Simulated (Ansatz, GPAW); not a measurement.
## One calculation of C, 3 ways

```
C
1.0
     0.00000    1.78337    1.78337
     1.78337    0.00000    1.78337
     1.78337    1.78337    0.00000
C
2
Direct
  0.75000 0.75000 0.75000
  0.50000 0.50000 0.50000
```

Alike in all runs: task single point; functional PBE; k mesh 13 × 13 × 13; occupations gaussian, width 0.022 eV; no spin polarisation; no spin-orbit coupling. Pressure is positive in compression and, in plane waves, holds the error of the finite cutoff, which Ansatz's Pulay term estimates and takes out.

```tsv
program and potentials	plane-wave cutoff (eV)	notes	pressure (GPa)
Ansatz, Ansatz PAW	420	Pulay term of +1.04 GPa included	1.78
Ansatz, all-electron LAPW, scalar-relativistic	-	-	?
GPAW, GPAW PAW data sets (gpaw-data 1.2.1)	800	-	1.42
```

Question: Estimate from the other rows what the run with Ansatz, all-electron LAPW, scalar-relativistic gave.

Answer: Pressure 1.75 GPa. The other rows, which needn't bracket it: pressure 1.42 to 1.78.
